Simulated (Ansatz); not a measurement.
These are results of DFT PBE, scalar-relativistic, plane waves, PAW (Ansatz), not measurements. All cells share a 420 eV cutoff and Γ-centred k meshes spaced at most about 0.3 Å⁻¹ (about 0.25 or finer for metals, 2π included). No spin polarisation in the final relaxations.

Temperature and zero-point effects are left out. All come from trial cells, and lower structures may exist.

Question: Order these relaxed structures of C by energy, lowest first, with the energy over the lowest of them.
1.

Space group P6_522 (No. 179). a = 4.156 Å, b = 4.156 Å, c = 4.989 Å, α = 90.00°, β = 90.00°, γ = 120.00°
```csv
atom,site,symmetry,x,y,z
C,12c,1,0.0840,0.7185,0.9524
```

2.

Space group P4_2/mmc (No. 131). a = 2.600 Å, b = 2.600 Å, c = 5.988 Å, α = 90.00°, β = 90.00°, γ = 90.00°
```json
{"atom": "C", "site": "4i", "symmetry": "2mm.", "x": "0.0000", "y": "0.5000", "z": "0.3882"}
{"atom": "C", "site": "2e", "symmetry": "-4m2", "x": "0.0000", "y": "0.0000", "z": "0.7500"}
```

Answer: 2 (0 meV/atom), 1 (373 meV/atom). Forms: 2 P4_2/mmc; 1 P6_522. Counting all near atoms (those within 1.25 times the shortest such distance or 1.15 times the sum of covalent radii; a plus sign parts nearer from farther groups; a slash parts the counts of unlike sites): cell 2 has C 1+2/4; cell 1 has C 4.

Cells relaxed within their symmetry can be saddle points. The part of the Crystallography Open Database at hand lists C in space groups No. 58, 69, 71, 141, 166 and others; no cell shown has one of them. Some structure types and database cells were kept out of the candidates from the start, so a known form may be missing.
